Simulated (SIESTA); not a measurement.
The system is Al2O3 (Corundum).

```
Al O
1.0
     2.38025    1.37424    4.33187
    -2.38025    1.37424    4.33187
     0.00000   -2.74848    4.33187
Al O
4 6
Cartesian
  0.0000 0.0000 11.0743
  0.0000 0.0000 8.4191
  0.0000 0.0000 1.9213
  0.0000 0.0000 4.5765
  -1.6503 -0.1099 5.4148
  0.7300 1.4841 5.4148
  0.9203 -1.3742 5.4148
  1.6503 0.1099 7.5808
  -0.7300 -1.4841 7.5808
  -0.9203 1.3742 7.5808
```

Base run:

- Program: SIESTA 5.4.2
- Functional: PBE
- Potentials or basis: PseudoDojo 0.4 standard (PBE files)
- Basis: TZDP (energy shift 0.002 Ry; radii capped at 9.5 bohr)
- Grid cutoff: 800 Ry
- Energy shift: 0.002 Ry
- k mesh: 7 × 7 × 7
- Occupations: fermi-dirac, width 0.05 eV
- Spin: no spin polarisation

Its results: band gap on the k mesh 6.25 eV, direct; pressure 7.6 GPa; largest force 0.081 eV/Å.

**Question.** The run is repeated on the same cell with these changes: basis from TZDP (energy shift 0.002 Ry; radii capped at 9.5 bohr) to SZP (energy shift 0.05 Ry); energy shift from 0.002 Ry to 0.05 Ry. What comes out?

**Answer.** Band gap on the k mesh 6.49 eV, direct; pressure 4.2 GPa; largest force 0.293 eV/Å.

Caveats: the basis of atomic orbitals isn't converged, which shifts pressures, moduli and gaps.

Not every run made on this cell is shown here.
